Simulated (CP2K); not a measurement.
# KTaO3 (Pm-3m) in CP2K: equation of state

How stiff is KTaO3 in PBE, and what volume does it want? The cell is scaled to several volumes.

Program: CP2K 2026.2. These are calculated values, not measurements. Logs are shortened: lines on timing, memory, paths and dates and some standing lists are left out, and cuts for length are marked.

### Step 1. The structure

It takes space group Pm-3m (No. 221, cubic). Conventional cell: a = 3.988 Å, b = 3.988 Å, c = 3.988 Å, α = 90.00°, β = 90.00°, γ = 90.00°. Ta (site symmetry m-3m) is surrounded by 6 O at 1.99 Å. K (site symmetry m-3m) has 12 O at 2.82 Å as nearest neighbours. O (site symmetry 4/mmm) has 2 Ta at 1.99 Å as nearest neighbours.

### Step 2. Single point, PBE, 12.69 Å³/atom

ktao3_eos.inp

```
&GLOBAL
  PROJECT ktao3_eos
  RUN_TYPE ENERGY_FORCE
  PRINT_LEVEL LOW
&END GLOBAL
&FORCE_EVAL
  METHOD QS
  STRESS_TENSOR ANALYTICAL
  &DFT
    BASIS_SET_FILE_NAME BASIS_MOLOPT_UZH
    POTENTIAL_FILE_NAME POTENTIAL_UZH
    &MGRID
      CUTOFF 600
      REL_CUTOFF 60
      NGRIDS 5
    &END MGRID
    &QS
      METHOD GPW
      EPS_DEFAULT 1.0E-10
    &END QS
    &KPOINTS
      SCHEME MONKHORST-PACK 7 7 7
      GAMMA_CENTERED T
      SYMMETRY T
      SYMMETRY_BACKEND SPGLIB
    &END KPOINTS
    &SCF
      SCF_GUESS ATOMIC
      EPS_SCF 1.0E-6
      MAX_SCF 100
      ADDED_MOS 19
      CHOLESKY OFF
      EPS_EIGVAL 1.0E-7
      &DIAGONALIZATION ON
        ALGORITHM STANDARD
      &END DIAGONALIZATION
      &MIXING ON
        METHOD BROYDEN_MIXING
        ALPHA 0.4
        BETA 1.5
        NBUFFER 8
      &END MIXING
      &SMEAR ON
        METHOD FERMI_DIRAC
        ELECTRONIC_TEMPERATURE [K] 580.226
      &END SMEAR
    &END SCF
    &XC
      &XC_FUNCTIONAL PBE
      &END XC_FUNCTIONAL
    &END XC
    &PRINT
      &KPOINTS ON
      &END KPOINTS
      &MULLIKEN ON
      &END MULLIKEN
      &MO ON
        ENERGIES T
        OCCUPATION_NUMBERS T
        &EACH
          QS_SCF 0
        &END EACH
        ADD_LAST NUMERIC
      &END MO
    &END PRINT
  &END DFT
  &SUBSYS
    &CELL
      A 3.9883000000 0.0000000000 0.0000000000
      B 0.0000000000 3.9883000000 0.0000000000
      C 0.0000000000 0.0000000000 3.9883000000
      PERIODIC XYZ
    &END CELL
    &COORD
      SCALED
      Ta  0.0000000000 0.0000000000 0.0000000000
      K   0.5000000000 0.5000000000 0.5000000000
      O   0.0000000000 0.0000000000 0.5000000000
      O   0.0000000000 0.5000000000 0.0000000000
      O   0.5000000000 0.0000000000 0.0000000000
    &END COORD
    &KIND Ta
      BASIS_SET TZVP-MOLOPT-PBE-GTH-q13
      POTENTIAL GTH-PBE-q13
    &END KIND
    &KIND K
      BASIS_SET TZVP-MOLOPT-PBE-GTH-q9
      POTENTIAL GTH-PBE-q9
    &END KIND
    &KIND O
      BASIS_SET TZVP-MOLOPT-PBE-GTH-q6
      POTENTIAL GTH-PBE-q6
    &END KIND
    &PRINT
      &ATOMIC_COORDINATES ON
      &END ATOMIC_COORDINATES
      &CELL ON
      &END CELL
      &SYMMETRY ON
      &END SYMMETRY
    &END PRINT
  &END SUBSYS
  &PRINT
    &FORCES ON
    &END FORCES
    &STRESS_TENSOR ON
    &END STRESS_TENSOR
  &END PRINT
&END FORCE_EVAL
```

Potentials or basis: POTENTIAL_UZH Ta GTH-PBE-q13, K GTH-PBE-q9, O GTH-PBE-q6; TZVP-MOLOPT-PBE-GTH basis.

Started as:

```sh
> OMP_NUM_THREADS=1 mpirun -n 3 cp2k.psmp -i ktao3_eos.inp -o ktao3_eos.out
```

ktao3_eos.out:

```text

 CP2K| version string:                                       CP2K version 2026.2
 CP2K| Input file name                                             ktao3_eos.inp

 GLOBAL| Force Environment number                                              1
 GLOBAL| Basis set file name                                    BASIS_MOLOPT_UZH
 GLOBAL| Potential file name                                       POTENTIAL_UZH
 GLOBAL| MM Potential file name                                     MM_POTENTIAL
 GLOBAL| Coordinate file name                                      __STD_INPUT__
 GLOBAL| Method name                                                        CP2K
 GLOBAL| Project name                                                  ktao3_eos
 GLOBAL| Run type                                                   ENERGY_FORCE
 GLOBAL| FFT library                                                       FFTW3
 GLOBAL| Diagonalization library                                       ScaLAPACK
 GLOBAL| Cholesky decomposition library                                ScaLAPACK
 GLOBAL| DGEMM library                                                      BLAS
 GLOBAL| Direct generalized diagonalization requested                          F
 GLOBAL| Matrix multiplication library                                 ScaLAPACK
 GLOBAL| Global print level                                                  LOW
 GLOBAL| Total number of message passing processes                             3
 GLOBAL| Number of threads for this process                                    1
 GLOBAL| CPU model name                                                  UNKNOWN

 CELL| Volume [angstrom^3]:                                            63.440041
 CELL| Vector a [angstrom]:       3.988     0.000     0.000   |a| =     3.988300
 CELL| Vector b [angstrom]:       0.000     3.988     0.000   |b| =     3.988300
 CELL| Vector c [angstrom]:       0.000     0.000     3.988   |c| =     3.988300
 CELL| Angle (b,c), alpha [degree]:                                    90.000000
 CELL| Angle (a,c), beta  [degree]:                                    90.000000
 CELL| Angle (a,b), gamma [degree]:                                    90.000000
 CELL| Numerically orthorhombic:                                             YES
 CELL| Periodicity                                                           XYZ

 CELL_REF| Volume [angstrom^3]:                                        63.440041
 CELL_REF| Vector a [angstrom     3.988     0.000     0.000   |a| =     3.988300
 CELL_REF| Vector b [angstrom     0.000     3.988     0.000   |b| =     3.988300
 CELL_REF| Vector c [angstrom     0.000     0.000     3.988   |c| =     3.988300
 CELL_REF| Angle (b,c), alpha [degree]:                                90.000000
 CELL_REF| Angle (a,c), beta  [degree]:                                90.000000
 CELL_REF| Angle (a,b), gamma [degree]:                                90.000000
 CELL_REF| Numerically orthorhombic:                                         YES
 CELL_REF| Periodicity                                                       XYZ

[... 8 lines left out ...]
 TOTAL NUMBERS AND MAXIMUM NUMBERS

  Total number of            - Atomic kinds:                                   3
                             - Atoms:                                          5
                             - Shell sets:                                     5
                             - Shells:                                        40
                             - Primitive Cartesian functions:                 27
                             - Cartesian basis functions:                    114
                             - Spherical basis functions:                    104

  Maximum angular momentum of- Orbital basis functions:                        3
                             - Local part of the GTH pseudopotential:          2
                             - Non-local part of the GTH pseudopotential:      4

 MODULE QUICKSTEP: ATOMIC COORDINATES IN ANGSTROM

   Atom Kind Element         X             Y             Z       Z(eff)     Mass
      1    1 Ta   73      0.000000      0.000000      0.000000  13.0000 180.9479
      2    2 K    19      1.994150      1.994150      1.994150   9.0000  39.0983
      3    3 O     8      0.000000      0.000000      1.994150   6.0000  15.9994
      4    3 O     8      0.000000      1.994150      0.000000   6.0000  15.9994
      5    3 O     8      1.994150      0.000000      0.000000   6.0000  15.9994

 Crystal Symmetry Information
       International Symbol:                                               Pm-3m
       Point Group Symbol:                                                  m-3m
       Schoenflies Symbol:                                                  Oh^1
       Number of Symmetry Operations:                                         48
[... 29 lines left out ...]
 BRILLOUIN| K-Point grid                                             7    7    7
 BRILLOUIN| Gamma-centered k-point mesh                                     ON
 BRILLOUIN| K-point symmetry accuracy                               0.100000E-05
 BRILLOUIN| K-Point point group symmetrization                                ON
 BRILLOUIN| Symmetry backend                                             SPGLIB
 BRILLOUIN| Symmetry reduction method                                    SPGLIB
 BRILLOUIN| Wavefunction type                                            COMPLEX
 BRILLOUIN| List of Kpoints [2 Pi/Bohr]                                       20
 BRILLOUIN| Number           Weight            X              Y              Z
 BRILLOUIN|     1           0.02332       -0.42857       -0.42857       -0.42857
 BRILLOUIN|     2           0.06997       -0.42857       -0.42857       -0.28571
 BRILLOUIN|     3           0.06997       -0.42857       -0.42857       -0.14286
 BRILLOUIN|     4           0.03499       -0.42857       -0.42857        0.00000
 BRILLOUIN|     5           0.06997       -0.42857       -0.28571       -0.28571
 BRILLOUIN|     6           0.13994       -0.42857       -0.28571       -0.14286
[... 12 lines left out ...]
 BRILLOUIN|    19           0.01749       -0.14286        0.00000        0.00000
 BRILLOUIN|    20           0.00292        0.00000        0.00000        0.00000
 *******************************************************************************

 Extrapolation method: initial_guess

 Number of electrons:                                                         40
 Number of occupied orbitals:                                                 20
 Number of molecular orbitals:                                                39

 Number of orbital functions:                                                104
 Number of independent orbital functions:                                    104

 SCF WAVEFUNCTION OPTIMIZATION

  Step     Update method      Time    Convergence         Total energy    Change
  ------------------------------------------------------------------------------
     1 NoMix/Diag. 0.40E+00    4.5     0.90076698      -135.2694892078 -1.35E+02
     2 Broy./Diag. 0.40E+00    3.5     0.13115759      -130.9567532102  4.31E+00
     3 Broy./Diag. 0.40E+00    3.6     0.06348280      -134.4806672653 -3.52E+00
     4 Broy./Diag. 0.40E+00    3.5     0.04408071      -135.1932880443 -7.13E-01
     5 Broy./Diag. 0.40E+00    3.5     0.02922322      -134.6241104797  5.69E-01
     6 Broy./Diag. 0.40E+00    3.4     0.00880365      -134.8674166995 -2.43E-01
     7 Broy./Diag. 0.40E+00    3.3     0.01076537      -134.8457188242  2.17E-02
     8 Broy./Diag. 0.40E+00    3.3     0.00421954      -134.8511773722 -5.46E-03
     9 Broy./Diag. 0.40E+00    3.3     0.00058759      -134.8414249589  9.75E-03
    10 Broy./Diag. 0.40E+00    3.4     0.00037094      -134.8399340691  1.49E-03
    11 Broy./Diag. 0.40E+00    3.3     0.00003603      -134.8390585821  8.75E-04
    12 Broy./Diag. 0.40E+00    3.3     0.00006283      -134.8391195305 -6.09E-05
    13 Broy./Diag. 0.40E+00    3.4     0.00000984      -134.8391761729 -5.66E-05
    14 Broy./Diag. 0.40E+00    3.4     0.00000745      -134.8391942128 -1.80E-05
    15 Broy./Diag. 0.40E+00    3.5     0.00000193      -134.8392001436 -5.93E-06
    16 Broy./Diag. 0.40E+00    3.6     0.00000076      -134.8392000069  1.37E-07

  *** SCF run converged in    16 steps ***

  Electronic density on regular grids:        -40.0000000003       -0.0000000003
  Core density on regular grids:               39.9999999977       -0.0000000023
  Total charge density on r-space grids:       -0.0000000026
  Total charge density g-space grids:          -0.0000000026

  Overlap energy of the core charge distribution:               0.00000004830597
  Self energy of the core charge distribution:               -271.66473262159138
  Core Hamiltonian energy:                                     68.37787416848009
  Hartree energy:                                              90.32142653213366
  Exchange-correlation energy:                                -21.87376813423398
  Electronic entropic energy:                                  -0.00000000000234
  Fermi energy:                                                 0.27148195961596

  Total energy:                                              -134.83920000690793
  Total energy (extrapolated to T->0):                       -134.83920000690676

 MO| EIGENVALUES AND OCCUPATION NUMBERS FOR K POINT 1
 MO|
 MO|  Index      Eigenvalue [a.u.]        Eigenvalue [eV]             Occupation
 MO|      1              -2.245903             -61.114121               2.000000
 MO|      2              -1.029301             -28.008708               2.000000
 MO|      3              -1.029296             -28.008573               2.000000
 MO|      4              -1.029296             -28.008573               2.000000
 MO|      5              -0.769119             -20.928796               2.000000
 MO|      6              -0.358516              -9.755704               2.000000
[... 619 lines left out ...]
 MO|     38               0.987571              26.873183               0.000000
 MO|     39               1.073397              29.208617               0.000000
 MO| Sum:                                                              40.000000
 MO| E(Fermi):            0.271482 a.u.          7.387400 eV
 MO| Band gap:            0.152784 a.u.          4.157477 eV

 [... the levels of further k-points ...]

 !-----------------------------------------------------------------------------!
                     Mulliken Population Analysis

 #  Atom  Element  Kind  Atomic population                           Net charge
       1     Ta       1         11.243894                              1.756106
       2     K        2          8.022504                              0.977496
       3     O        3          6.911201                             -0.911201
       4     O        3          6.911200                             -0.911200
       5     O        3          6.911201                             -0.911201
 # Total charge                             40.000000                  0.000000

 !-----------------------------------------------------------------------------!

 ENERGY| Total FORCE_EVAL ( QS ) energy [hartree]           -134.839200917391679

 FORCES| Atomic forces [hartree/bohr]
 FORCES|   Atom     x               y               z               |f|
 FORCES|      1  1.57694053E-10  1.57774384E-10  1.57714766E-10   2.73192456E-10
 FORCES|      2 -2.03469842E-10 -1.95711638E-10 -2.03498291E-10   3.48015195E-10
 FORCES|      3  9.55956822E-11  9.51891908E-11 -1.21180204E-11   1.35448746E-10
 FORCES|      4  9.52067207E-11 -1.39576918E-11  9.56452995E-11   1.35672990E-10
 FORCES|      5 -1.22693153E-11  9.57139053E-11  9.50399950E-11   1.35441088E-10
 FORCES| Sum     1.32757299E-10  1.39008150E-10  1.32783749E-10
 FORCES| Total atomic force                                       2.33622110E-10

 STRESS| Analytical stress tensor [bar]
 STRESS|                        x                   y                   z
 STRESS|      x        2.19464515472E+04   1.07383515485E-04   1.07395261339E-04
 STRESS|      y        1.07383515485E-04   2.19464565992E+04   1.07380431130E-04
 STRESS|      z        1.07395261339E-04   1.07380431130E-04   2.19464380940E+04
 STRESS| 1/3 Trace                                             2.19464487468E+04
 STRESS| Determinant                                           1.05704326974E+13

 STRESS| Eigenvectors and eigenvalues of the analytical stress tensor [bar]
 STRESS|                        1                   2                   3
 STRESS| Eigenvalues   2.19464380925E+04   2.19464515458E+04   2.19464566021E+04
 STRESS|      x          -0.007936012268      0.999743864339      0.021194938669
 STRESS|      y          -0.005755920755     -0.021240925229      0.999757816910
 STRESS|      z           0.999951943388      0.007812093913      0.005923014701
```

Wall time 67 s (3 MPI ranks of Arm Neoverse N1, shared host).

Results:

```
Free energy            : -3669.1613 eV
Pressure               : 2.2 GPa
Band gap on the k mesh : 2.22 eV, indirect (least direct gap 2.94 eV)
Mulliken charges       : Ta +1.76; K +0.98; O -0.91 e
```

Caveat: Mulliken charges move with the basis; spin-orbit coupling is left out, which moves the levels of the heavy elements; an odd mesh through Γ misses points on the zone boundary, where band edges often lie; the basis of atomic orbitals isn't converged, which shifts pressures, moduli and gaps.

### Step 3. Single point, PBE, 12.43 Å³/atom (volume scaled by 0.98)

Changes to ktao3_eos.inp since step 2:

```diff
@@ -11,2 +11,3 @@
     POTENTIAL_FILE_NAME POTENTIAL_UZH
+    WFN_RESTART_FILE_NAME previous-RESTART.kp
     &MGRID
@@ -27,3 +28,3 @@
     &SCF
-      SCF_GUESS ATOMIC
+      SCF_GUESS RESTART
       EPS_SCF 1.0E-6
@@ -68,5 +69,5 @@
     &CELL
-      A 3.9883000000 0.0000000000 0.0000000000
-      B 0.0000000000 3.9883000000 0.0000000000
-      C 0.0000000000 0.0000000000 3.9883000000
+      A 3.9615320794 0.0000000000 0.0000000000
+      B 0.0000000000 3.9615320794 0.0000000000
+      C 0.0000000000 0.0000000000 3.9615320794
       PERIODIC XYZ
```

Potentials or basis: POTENTIAL_UZH Ta GTH-PBE-q13, K GTH-PBE-q9, O GTH-PBE-q6; TZVP-MOLOPT-PBE-GTH basis.

Started as:

```sh
> OMP_NUM_THREADS=1 mpirun -n 3 cp2k.psmp -i ktao3_eos.inp -o ktao3_eos.out
```

Run time: 93 s. Hardware: 3 MPI ranks of Arm Neoverse N1, shared host.

The run converged. Its results:

| Quantity | Value |
| --- | --- |
| Free energy | -3669.1275 eV |
| Pressure | 6.4 GPa |
| Band gap on the k mesh | 2.27 eV, indirect (least direct gap 2.98 eV) |
| Mulliken charges | Ta +1.78; K +0.97; O -0.92 e |

Caveat: Mulliken charges move with the basis; spin-orbit coupling is left out, which moves the levels of the heavy elements; an odd mesh through Γ misses points on the zone boundary, where band edges often lie; the basis of atomic orbitals isn't converged, which shifts pressures, moduli and gaps.

### Step 4. Single point, PBE, 12.94 Å³/atom (volume scaled by 1.02)

Changes to ktao3_eos.inp since step 3:

```diff
@@ -69,5 +69,5 @@
     &CELL
-      A 3.9615320794 0.0000000000 0.0000000000
-      B 0.0000000000 3.9615320794 0.0000000000
-      C 0.0000000000 0.0000000000 3.9615320794
+      A 4.0147133525 0.0000000000 0.0000000000
+      B 0.0000000000 4.0147133525 0.0000000000
+      C 0.0000000000 0.0000000000 4.0147133525
       PERIODIC XYZ
```

Started as:

```sh
> OMP_NUM_THREADS=1 mpirun -n 3 cp2k.psmp -i ktao3_eos.inp -o ktao3_eos.out
```

It took 95 s on 3 MPI ranks of Arm Neoverse N1, shared host.

The run converged. Its results:

- Free energy: -3669.1634 eV
- Pressure: -1.6 GPa
- Band gap on the k mesh: 2.18 eV, indirect (least direct gap 2.89 eV)
- Mulliken charges: Ta +1.73; K +0.98; O -0.91 e

Caveat: Mulliken charges move with the basis; spin-orbit coupling is left out, which moves the levels of the heavy elements; an odd mesh through Γ misses points on the zone boundary, where band edges often lie; the basis of atomic orbitals isn't converged, which shifts pressures, moduli and gaps.

### Step 5. Single point, PBE, 12.18 Å³/atom (volume scaled by 0.96)

Changes to ktao3_eos.inp since step 4:

```diff
@@ -69,5 +69,5 @@
     &CELL
-      A 4.0147133525 0.0000000000 0.0000000000
-      B 0.0000000000 4.0147133525 0.0000000000
-      C 0.0000000000 0.0000000000 4.0147133525
+      A 3.9343974464 0.0000000000 0.0000000000
+      B 0.0000000000 3.9343974464 0.0000000000
+      C 0.0000000000 0.0000000000 3.9343974464
       PERIODIC XYZ
```

Started as:

```sh
> OMP_NUM_THREADS=1 mpirun -n 3 cp2k.psmp -i ktao3_eos.inp -o ktao3_eos.out
```

Wall time 55 s (3 MPI ranks of Arm Neoverse N1, shared host).

Results (log left out):

```yaml
Free_energy: -3669.0586 eV
Pressure: 11.1 GPa
Band_gap_on_the_k_mesh: 2.32 eV, indirect (least direct gap 3.02 eV)
Mulliken_charges: Ta +1.81; K +0.96; O -0.92 e
```

Caveat: Mulliken charges move with the basis; spin-orbit coupling is left out, which moves the levels of the heavy elements; an odd mesh through Γ misses points on the zone boundary, where band edges often lie; the basis of atomic orbitals isn't converged, which shifts pressures, moduli and gaps.

(Part 1 of 2 ends here.)
